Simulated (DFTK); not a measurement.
Runs of DFTK 0.8.2 on SrO. It takes space group Fm-3m (No. 225, cubic). Conventional cell: a = 5.133 Å, b = 5.133 Å, c = 5.133 Å, α = 90.00°, β = 90.00°, γ = 90.00°. Around Sr (site symmetry m-3m) lie 6 O at 2.57 Å. O (site symmetry m-3m) is surrounded by 6 Sr at 2.57 Å. 

```tsv
task	level	potentials or basis	k mesh	cutoff (eV)	SCF tolerance on the density	SCF solver	symmetries used	mesh quality	gap on the mesh (eV)	pressure (GPa)	V0 of scaled cells (Å³/atom)	B0 (GPa)
band structure	r2SCAN	SG15 1.2 (PBE)	7 × 7 × 7	1225	1e-06	ScfAndersonSolver	-	not flagged	3.92	1.4	-	-
equation of state	PBE	dojo.nc.sr.pbe.v0_4_1.standard.upf (PBE)	9 × 9 × 9	1143	1e-06	-	-	not flagged	-	-	17.49	(b)
equation of state	AM05	dojo.nc.sr.pbesol.v0_4_1.standard.upf (PBEsol)	6 × 6 × 6	1143	1e-06	-	-	not flagged	-	-	16.94	90
band structure	TASK	in-house norm-conserving set (r2SCAN, scalar relativistic)	6 × 6 × 6	1279	1e-06	-	-	not flagged	(c)	11.4	-	-
band structure	PBE	SPMS 1.0 (PBE)	9 × 9 × 9	816	1e-06	-	-	not flagged	3.38	-	-	-
band structure	PBEsol	SG15 1.2 (PBE)	9 × 9 × 9	952	1e-06	-	-	not flagged	3.25	-	-	-
equation of state	LDA	dojo.nc.sr.lda.v0_4_1.stringent.upf (LDA)	6 × 6 × 6	1252	1e-06	-	-	not flagged	-	-	(d)	105
single point	HSE06	SG15 1.2 (PBE)	2 × 2 × 2	952	1e-05	-	no	coarse	4.90	-	-	-
equation of state	r2SCAN	in-house norm-conserving set (r2SCAN, scalar relativistic)	5 × 5 × 5	1279	1e-06	-	-	coarse	-	-	17.17	93
equation of state	PBEsol	dojo.nc.sr.pbesol.v0_4_1.standard.upf (PBEsol)	6 × 6 × 6	1143	1e-06	-	-	not flagged	-	-	16.77	(a)
single point	PBE	dojo.nc.sr.pbe.v0_4_1.standard.upf (PBE)	9 × 9 × 9	1143	1e-06	-	-	not flagged	3.38	3.1	-	-
```

Alike in all rows: no spin polarisation; cell as given; smearing fermi-dirac 0.05 eV.

Fill in the values left out.

(a) 94; (b) 85; (c) 5.02; (d) 16.21.

Caveats: some runs use coarse meshes; the potentials were made for another functional, which shifts forces and pressure (some runs); the program warned that the kinetic-energy density falls under its von Weizsäcker bound, which can give unphysical results (some runs); the mesh misses the band edges, which the band path finds closer together (some runs); this program's HSE differs a little from the usual definition (some runs); an odd mesh through Γ misses points on the zone boundary, where band edges often lie (some runs).

A k mesh can miss the band edges, and the runs leave out spin-orbit coupling on Sr.

Not every run made on this cell is shown here.
